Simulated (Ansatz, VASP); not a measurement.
# One calculation of MoS2, two programs

```
CELL_PARAMETERS angstrom
3.21070 0.00000 0.00000
-1.60535 2.78055 0.00000
0.00000 0.00000 12.48618
ATOMIC_POSITIONS crystal
Mo 0.66667 0.33333 0.75000
Mo 0.33333 0.66667 0.25000
S 0.66667 0.33333 0.37700
S 0.33333 0.66667 0.87700
S 0.66667 0.33333 0.12300
S 0.33333 0.66667 0.62300
```

Alike in both runs: task single point; functional RPBE; dispersion D4; k mesh 10 × 10 × 3; occupations fermi-dirac, width 0.05 eV; no spin polarisation.

|  | VASP | Ansatz |
| --- | --- | --- |
| version | VASP 6.6.1 | Ansatz 0.2.0 |
| potentials or method | VASP PAW PBE potentials, release 64 (Mo_sv, S) | Ansatz PAW |
| plane-wave cutoff (eV) | 520 | 420 |
| valence electrons in the cell | 52 | 52 |

VASP gave:

* gap on the k mesh at the Fermi level (eV): 1.02
* least direct gap on the mesh (eV): 1.78
* pressure (GPa): -8.6
* largest component of the traceless stress (GPa): 0.20
* rms of the force components (eV/Å): 0.310
* dispersion energy (meV/atom): -837.5

Q: What did Ansatz give for the same quantities?

A: gap on the k mesh at the Fermi level (eV): 1.00; least direct gap on the mesh (eV): 1.77; pressure (GPa): -8.4; largest component of the traceless stress (GPa): 0.24; rms of the force components (eV/Å): 0.294; dispersion energy (meV/atom): -837.6.

Atom by atom the forces differ by 0.016 eV/Å (rms over components).

Caveats: the PAW data sets were made with another functional, which shifts forces and pressure a little (VASP); an odd mesh through Γ misses points on the zone boundary, where band edges often lie (VASP); odd divisions of the mesh miss points on the zone boundary, where band edges often lie, so the gap on the mesh can be too wide (Ansatz); the PAW data sets come from PBE, with cores solved anew for the run's functional, which leaves a small shift of forces and pressure (Ansatz). A hybrid or GW would open this gap; RPBE tends to underestimate it.
